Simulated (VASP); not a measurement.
A run of VASP 6.6.1 is set up as follows.

File INCAR:

```
PREC = Accurate
ENCUT = 520
EDIFF = 1E-6
ISMEAR = -1
SIGMA = 0.02
LREAL = F
LASPH = T
NELM = 100
ALGO = Normal
ISIF = 2
LWAVE = F
LCHARG = F
GGA = PE
NBANDS = 15
```

KPOINTS

```
Automatic mesh
0
Gamma
  6 6 6
```

File POSCAR:

```
BaS
1.0
    3.6443706071      0.0000000000      0.0000000000
    0.0000000000      3.6443706071      0.0000000000
    0.0000000000      0.0000000000      3.8859259743
Ba S
1 1
Direct
    0.0000000000      0.0000000000      0.0000000000
    0.5000000000      0.5000000000      0.5000000000
```

Potentials or basis: VASP PAW PBE potentials, release 64 (Ba_sv, S).

Run with:

```console
$ cat potpaw_PBE.64/Ba_sv/POTCAR potpaw_PBE.64/S/POTCAR > POTCAR
$ mpirun -np 1 vasp_std > vasp.out
```

Problem. Predict the pressure.

Solution. 6.5 GPa.

Problem. Predict the band gap on the k mesh.

Solution. 1.01 eV, indirect (least direct gap 1.08 eV).

Stress tensor (GPa, compression positive):
```
9.08 0.00 0.00
0.00 9.08 0.00
0.00 0.00 1.41
```

Caveat: spin-orbit coupling is left out, which moves the levels of the heavy elements. A k mesh can miss the band edges.
